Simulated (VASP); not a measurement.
Set up this calculation in VASP 6.6.1, as the native input.

```
Task                   : single point
Functional             : PBE
Potentials or basis    : VASP PAW PBE potentials, release 64 (Rb_sv, Br)
Cutoff                 : 520 eV
k mesh                 : 7 × 7 × 7
Occupations            : fermi-dirac, width 0.02 eV
Spin                   : no spin polarisation
Dipole correction      : no
Further INCAR settings : ALGO = Normal; EDIFF = 1e-06; NBANDS = 15
```

The structure of RbBr lies in POSCAR:

```
RbBr
1.0
    0.0000000000      3.4270000000      3.4270000000
    3.4270000000      0.0000000000      3.4270000000
    3.4270000000      3.4270000000      0.0000000000
Rb Br
1 1
Direct
    0.0000000000      0.0000000000      0.0000000000
    0.5000000000      0.5000000000      0.5000000000
```

The input as run:

INCAR

```
SYSTEM = RbBr
ALGO = Normal
EDIFF = 1E-6
ENCUT = 520
GGA = PE
ISIF = 2
ISMEAR = -1
LASPH = .TRUE.
LCHARG = .TRUE.
LELF = .TRUE.
LREAL = .FALSE.
LVHAR = .TRUE.
LWAVE = .FALSE.
NBANDS = 15
NELM = 60
PREC = Accurate
SIGMA = 0.02
```

KPOINTS

```
k-points
0
G
  7 7 7
  0 0 0
```

Potentials or basis: VASP PAW PBE potentials, release 64 (Rb_sv, Br).

Command:

```console
$ cat potpaw_PBE.64/Rb_sv/POTCAR potpaw_PBE.64/Br/POTCAR > POTCAR
$ mpirun -np 1 vasp_std > vasp.out
```

It gave:

```yaml
Pressure: 1.0 GPa
Band_gap_on_the_k_mesh: 4.36 eV, direct
```

Caveat: an odd mesh through Γ misses points on the zone boundary, where band edges often lie.

Run time: 11 s on 1 thread of Intel(R) Xeon(R) 6975P-C (Granite Rapids), on a shared host, peak memory 0.21 GiB.
